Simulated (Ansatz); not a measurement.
## Relaxing Si₂Mo

All numbers below come from Ansatz 0.2.0, DFT PBEsol, scalar-relativistic, plane waves, PAW. Settings: 420 eV cutoff, 18×18×18 k-mesh, Gaussian smearing of 0.10 eV, no spin polarisation.

What was changed: relaxed at 5 GPa.

Command:

```bash
ansatz run input.yaml --threads 1 --pin off --max-ram 2560MiB --backend cpu --events-out ev --progress --plain --runs-dir out
```

Input:

```yaml
crystal:
  lattice:
    - [-1.5830146308, 1.5830146308, 3.8835397315]
    - [1.5830146308, -1.5830146308, 3.8835397315]
    - [1.5830146308, 1.5830146308, -3.8835397315]
  atoms:
    - { symbol: Si, position: [0.3349247576, 0.3349247576, 0.0] }
    - { symbol: Si, position: [0.6650752424, 0.6650752424, 0.0] }
    - { symbol: Mo, position: [0.0, 0.0, 0.0] }
basis:
  ecutwfc: 420
kpoints:
  mp_grid: { grid: [18, 18, 18] }
hamiltonian:
  xc: pbesol
scf:
  occupations: { method: gaussian, width: 0.1 }
output:
  forces: true
  stress: true
  eigenvalues: true
  write_density: true
  write_potential: true
  elf: true
  volumetric_format: npy
relax:
  adjacent_minimum: "off"
  f_tol: 0.008
  max_steps: 50
  cell: { stress_tol: 0.08, p_target: 5.0 }
```

F is the free energy. Steps run on the plane waves of an earlier cell, but the last one, and at times one on the way, on a freshly chosen basis, so a repeated geometry can differ a little in energy. The relaxation lowers the enthalpy F + PV at the target pressure, so F itself can rise.

Steps:

| step | F − F(1) (eV) | largest force component (eV/Å) | V (Å³/atom) | P (GPa) |
| --- | --- | --- | --- | --- |
| 1 | 0.0000 | 0.030 | 12.976 | 5.11 |
| 2 | -0.0005 | 0.006 | 12.981 | 4.98 |
| 3 | -0.0005 | 0.002 | 12.980 | 4.99 |
| 4 | -0.0005 | 0.002 | 12.980 | 4.99 |

Relaxed structure:

```cif
data_structure
_symmetry_space_group_name_H-M 'P 1'
_symmetry_Int_Tables_number 1
_cell_length_a 4.4846
_cell_length_b 4.4846
_cell_length_c 4.4846
_cell_angle_alpha 138.667
_cell_angle_beta 138.667
_cell_angle_gamma 59.883
_cell_volume 38.94
loop_
_atom_site_label
_atom_site_type_symbol
_atom_site_fract_x
_atom_site_fract_y
_atom_site_fract_z
_atom_site_occupancy
Si1 Si 0.33476 0.33476 0.00000 1
Si2 Si 0.66524 0.66524 0.00000 1
Mo1 Mo 0.00000 0.00000 0.00000 1
```

The structure is tetragonal, space group I4/mmm (No. 139). The conventional cell has a = 3.166 Å, b = 3.166 Å, c = 7.772 Å, α = 90.00°, β = 90.00°, γ = 90.00°. Around Si (site symmetry 4mm) lie 5 Si at 2.57 to 2.60 Å and 5 Mo at 2.58 to 2.60 Å. Mo (site symmetry 4/mmm) is surrounded by 10 Si at 2.58 to 2.60 Å.

The run converged. Time: 75 s on 1 thread of Arm Neoverse V1, with other jobs on the host, peak memory 0.55 GiB.